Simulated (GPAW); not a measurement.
Runs of GPAW 26.7.0 on Nb3Sn. The structure is cubic, space group Pm-3n (No. 223). Conventional cell: a = 5.282 Å, b = 5.282 Å, c = 5.282 Å, α = 90.00°, β = 90.00°, γ = 90.00°. Around Sn (site symmetry m-3) lie 12 Nb at 2.95 Å. Nb (site symmetry -4m2) has 2 Nb at 2.64 Å and 4 Sn at 2.95 Å as nearest neighbours. 

| level | gap on the mesh (eV) | pressure (GPa) | relaxed volume (Å³/atom) |
| --- | --- | --- | --- |
| PBEsol | none | 0.1 | (b) |
| PBEsol+D4 | none | 0.2 | (a) |
| PBEsol+D3(BJ) | none | 0.0 | 17.42 |
| PBEsol+D3(BJ)+ATM | none | 0.0 | 17.53 |
| PBEsol+D3 | none | 0.0 | 17.55 |

Alike in all rows: task relaxation of cell and atoms; potentials or basis PAW data sets generated in the run's folder for this functional, pw; no spin polarisation; cell relaxed; k mesh 4 × 4 × 4; cutoff (eV) 600; smearing fermi-dirac 0.05 eV.

Task: Estimate the missing entries.

Result: (a) 17.84; (b) 18.05.

Caveats: later steps reuse the first step's grids; pairwise dispersion overbinds metals, which lowers pressure and volume (some runs).

A k mesh can miss the band edges, and the runs leave out spin-orbit coupling on Nb, Sn.

A gap of «none» marks a metal or a gap under the smearing width.
